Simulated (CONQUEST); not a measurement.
**PbI2 in CONQUEST: convergence with smearing width**

The system is PbI2, a slab with vacuum.

```xyz
12
Lattice="4.5550 0.0000 0.0000 0.0000 7.8895 0.0000 0.0000 0.0000 25.6748" Properties=species:S:1:pos:R:3 pbc="T T T"
I     0.0000    2.6298   18.1748
I     2.2775    6.5746   18.1748
Pb    0.0000    0.0000   16.3259
Pb    2.2775    3.9447   16.3259
I     0.0000    5.2597   14.4770
I     2.2775    1.3149   14.4770
I     0.0000    2.6298   11.1978
I     2.2775    6.5746   11.1978
Pb    0.0000    0.0000    9.3489
Pb    2.2775    3.9447    9.3489
I     0.0000    5.2597    7.5000
I     2.2775    1.3149    7.5000
```

* Program: CONQUEST 1.3
* Task: convergence study
* Functional: PBEsol
* Potentials or basis: PseudoDojo NC PBEsol, SZP, grid cutoff 120 Ha
* k mesh: 6 × 4 × 1
* Occupations: fermi-dirac, width 0.4 eV
* Spin: no spin polarisation

These are the settings of the first run; the series varies smearing width, with any setting tied to it.

Hardware: 1 thread of AMD EPYC 7B13 (Zen 3) (shared host).

The values tried are 0.4 eV, 0.3 eV, 0.2 eV, 0.1 eV, 0.05 eV, 0.025 eV, 0.01 eV, 0.005 eV, loosest first. From which on does the gap on the mesh stay within 0.01 eV of the tightest run that finished?

From 0.3 eV on.

| smearing width | energy less the tightest run, at zero smearing (meV/atom) | largest force (eV/Å) | gap on the mesh (eV) | SCF cycles | CPU time (s) | peak memory (GiB) |
| --- | --- | --- | --- | --- | --- | --- |
| 0.4 eV | 16.73 | 0.290 | 2.570 | 39 | 160 | 1.3 |
| 0.3 eV | 3.59 | 0.277 | 2.558 | 42 | 180 | 1.3 |
| 0.2 eV | 0.19 | 0.275 | 2.554 | 40 | 160 | 1.3 |
| 0.1 eV | 0.00 | 0.275 | 2.554 | 42 | 170 | 1.3 |
| 0.05 eV | 0.00 | 0.275 | 2.554 | 42 | 170 | 1.3 |
| 0.025 eV | 0.00 | 0.275 | 2.554 | 42 | 170 | 1.3 |
| 0.01 eV | 0.00 | 0.275 | 2.554 | 42 | 160 | 1.3 |
| 0.005 eV | 0.00 | 0.275 | 2.554 | 42 | 170 | 1.3 |

Against the tightest run, the energy stays within 1 meV/atom from 0.2 eV on; the largest force stays within 0.005 eV/Å from 0.3 eV on. The tightest run that finished is the yardstick and may itself not be fully converged.

Caveat, for the tightest run too: the atomic basis is small; spin-orbit coupling is left out, which as a rule narrows the gap of such compounds by several tenths of an eV; the basis of atomic orbitals isn't converged, which shifts pressures, moduli and gaps.
